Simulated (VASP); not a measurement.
```cif
data_structure
_symmetry_space_group_name_H-M 'P 1'
_symmetry_Int_Tables_number 1
_cell_length_a 3.8403
_cell_length_b 3.8403
_cell_length_c 3.8403
_cell_angle_alpha 60.000
_cell_angle_beta 60.000
_cell_angle_gamma 60.000
_cell_volume 40.05
loop_
_atom_site_label
_atom_site_type_symbol
_atom_site_fract_x
_atom_site_fract_y
_atom_site_fract_z
_atom_site_occupancy
Si1 Si 0.00000 0.00000 0.00000 1
Si2 Si 0.25000 0.25000 0.25000 1
```

- orbitals: PBE
- datasets: PAW potentials of the _GW family
- k mesh: 6×6×6
- bands in all: 403
- response cutoff: 180 eV
- wave cutoff: 306.7 eV
- frequencies: real axis, 100 points
- long-wave heads: k·p
- q → 0 term: probe-charge (Ewald) weight
- potentials: Si_GW
- band sums: cut at the band count

Program: VASP. The Kohn-Sham gap (from Γ to X) is 0.71 eV.

Estimate the linearised G0W0 gap between these edges.

1.24 eV, a change of +0.53 eV. The valence edge moves by -0.61 eV (Z = 0.76) and the conduction edge by -0.07 eV (Z = 0.77).

Band sums or response are cut, so the gap isn't at its basis limit. The gap is read among the points solved; the crystal's band edges can lie elsewhere.
